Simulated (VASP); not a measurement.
## SiC in VASP 6.6.1, single-point calculation

INCAR

```
IBRION = -1
LASPH = .TRUE.
NBANDS = 11
PREC = Accurate
ISIF = 2
ENCUT = 520
LWAVE = .FALSE.
GGA = PE
NSW = 0
EDIFF = 1E-7
LCHARG = .FALSE.
SIGMA = 0.2
ISMEAR = -1
NELM = 83
LREAL = .FALSE.
```

KPOINTS

```
KPOINTS created by Atomic Simulation Environment
0
Gamma
10 10 10
0 0 0
```

POSCAR

```
Si C
 1.0000000000000000
    -0.0544513087000000    2.1236010390000000    2.1236010390000000
     2.1236010390000000   -0.0544513087000000    2.1236010390000000
     2.1236010390000000    2.1236010390000000   -0.0544513087000000
 Si  C
   1   1
Cartesian
 -0.0062170117911017 -0.0062170117911017 -0.0062170117911017
  1.0544047041161020  1.0544047041161020  1.0544047041161020
```

The recommended PBE PAW datasets give the neutral cell 8 valence electrons.

Command

```
mpirun -np 1 vasp_std
```

OSZICAR

```
N       E                     dE             d eps       ncg     rms          rms(c)
DAV:   1     0.342975837980E+01    0.34298E+01   -0.40074E+03  2656   0.612E+02
DAV:   2    -0.163836181650E+02   -0.19813E+02   -0.19075E+02  3226   0.112E+02
DAV:   3    -0.169585782693E+02   -0.57496E+00   -0.57388E+00  3136   0.157E+01
DAV:   4    -0.169606181553E+02   -0.20399E-02   -0.20398E-02  2901   0.120E+00
DAV:   5    -0.169606269084E+02   -0.87531E-05   -0.87527E-05  3125   0.722E-02    0.924E+00
DAV:   6    -0.150580459875E+02    0.19026E+01   -0.65734E+00  2891   0.117E+01    0.413E+00
DAV:   7    -0.149951720493E+02    0.62874E-01   -0.43792E-01  3093   0.376E+00    0.186E+00
DAV:   8    -0.149870429118E+02    0.81291E-02   -0.21628E-02  2897   0.976E-01    0.174E-01
DAV:   9    -0.149871387858E+02   -0.95874E-04   -0.16718E-03  3171   0.239E-01    0.114E-01
DAV:  10    -0.149872377313E+02   -0.98945E-04   -0.21842E-04  2822   0.925E-02    0.285E-02
DAV:  11    -0.149872419517E+02   -0.42205E-05   -0.32817E-05  3047   0.322E-02    0.788E-03
DAV:  12    -0.149872420930E+02   -0.14131E-06   -0.16226E-06  2954   0.793E-03    0.149E-03
DAV:  13    -0.149872421624E+02   -0.69380E-07   -0.15581E-07  2905   0.268E-03
   1 F= -.14987242E+02 E0= -.14986144E+02  d E =-.219604E-02
```

From OUTCAR

```
k-points           NKPTS =    116   k-points in BZ     NKDIM =    116   number of bands    NBANDS=     11

   NELECT =       8.0000    total number of electrons

   dimension x,y,z NGX =    24 NGY =   24 NGZ =   24
   dimension x,y,z NGXF=    48 NGYF=   48 NGZF=   48

  energy-cutoff  :      520.00
  volume of cell :       19.89
      direct lattice vectors                 reciprocal lattice vectors
    -0.054451309  2.123601039  2.123601039    -0.226581558  0.232544230  0.232544230
     2.123601039 -0.054451309  2.123601039     0.232544230 -0.226581558  0.232544230
     2.123601039  2.123601039 -0.054451309     0.232544230  0.232544230 -0.226581558

 k-points in reciprocal lattice and weights: KPOINTS created by Atomic Simulation Env
   0.00000000  0.00000000  0.00000000       0.001
   0.10000000 -0.00000000 -0.00000000       0.006
   0.20000000 -0.00000000 -0.00000000       0.006
   0.30000000  0.00000000  0.00000000       0.006
   0.40000000 -0.00000000 -0.00000000       0.006
   0.50000000  0.00000000 -0.00000000       0.003
   0.10000000  0.10000000 -0.00000000       0.006
   0.20000000  0.10000000 -0.00000000       0.012
   ...

 E-fermi :   9.4312

 k-point     1 :       0.0000    0.0000    0.0000
  band No.  band energies     occupation
      1      -7.1614      2.00000
      2       8.4290      1.98675
      3       8.4290      1.98675
      4       8.8221      1.90918
      5      14.9658      0.00000
      6      15.8725      0.00000
      7      15.8725      0.00000
      8      17.0184      0.00000
      9      23.3037      0.00000
     10      23.3037      0.00000
     11      25.6430      0.00000

 k-point     2 :       0.1000   -0.0000   -0.0000
  band No.  band energies     occupation
      1      -6.9635      2.00000
      2       7.4280      1.99991
      3       8.3103      1.99266
      4       8.6495      1.96063
      5      15.3078      0.00000
      6      16.1273      0.00000
      7      16.1866      0.00000
      8      17.1793      0.00000
      9      22.2625      0.00000
     10      22.4736      0.00000
     11      25.2525      0.00000

 k-point     3 :       0.2000   -0.0000   -0.0000
  band No.  band energies     occupation
      1      -6.3786      2.00000
      2       5.2661      2.00000
      3       8.0375      1.99812
      4       8.3272      1.99202
      5      15.1685      0.00000
      6      16.5374      0.00000
      7      16.9456      0.00000
      8      17.8244      0.00000
      9      21.4421      0.00000
     10      21.9991      0.00000
     11      24.3779      0.00000

 k-point     4 :       0.3000    0.0000    0.0000
  band No.  band energies     occupation
      1      -5.4418      2.00000
      2       2.9105      2.00000
      3       7.7574      1.99954
      4       7.9982      1.99845
      5      14.8304      0.00000
      6      16.4391      0.00000
      7      16.8373      0.00000
      8      18.6345      0.00000
      9      22.1359      0.00000
     10      22.9545      0.00000
     11      24.2211      0.00000

 k-point     5 :       0.4000   -0.0000   -0.0000
  band No.  band energies     occupation
      1      -4.2800      2.00000
      2       0.8201      2.00000
      3       7.5648      1.99982
      4       7.7688      1.99951
      5      14.5879      0.00000
      6      16.0538      0.00000
      7      16.4490      0.00000
      8      18.9066      0.00000
      9      24.0167      0.00000
     10      24.4595      0.00000
     11      25.3520      0.00000

 ...

  Total        1.6044923      1.6044923      1.6044923      0.8260552      0.8260552      0.8260552
  in kB      129.2446424    129.2446424    129.2446424     66.5401830     66.5401830     66.5401830
  external PRESSURE =     129.2446424 kB  Pullay stress =       0.0000000 kB

 POSITION                                       TOTAL-FORCE (eV/Angst)
 -----------------------------------------------------------------------------------
      4.18653      4.18653      4.18653        -0.026597     -0.026597     -0.026597
      1.05440      1.05440      1.05440         0.026597      0.026597      0.026597
 -----------------------------------------------------------------------------------
    total drift:                                0.000065      0.000065      0.000065

  FREE ENERGIE OF THE ION-ELECTRON SYSTEM (eV)
  ---------------------------------------------------
  free  energy   TOTEN  =       -14.9872421624 eV

  energy  without entropy=      -14.9850461211  energy(sigma->0) =      -14.98614414
```

It converged. Results: gap between bands v and c on the k mesh 1.02 eV; least direct gap on the k mesh 4.29 eV; pressure 12.9 GPa; largest force 0.05 eV/Å. Band v is the last that the valence electrons fill when counted band by band, and c is the next.

For comparison, a separate PBE run of the intended cell, on usual settings and not on those above, gives a gap of 1.02 eV on its mesh and a pressure of 12.9 GPa.

The run above took about 7.2 s on one core of a shared host (Intel Xeon 6975P-C) and held 0.15 GiB at most.
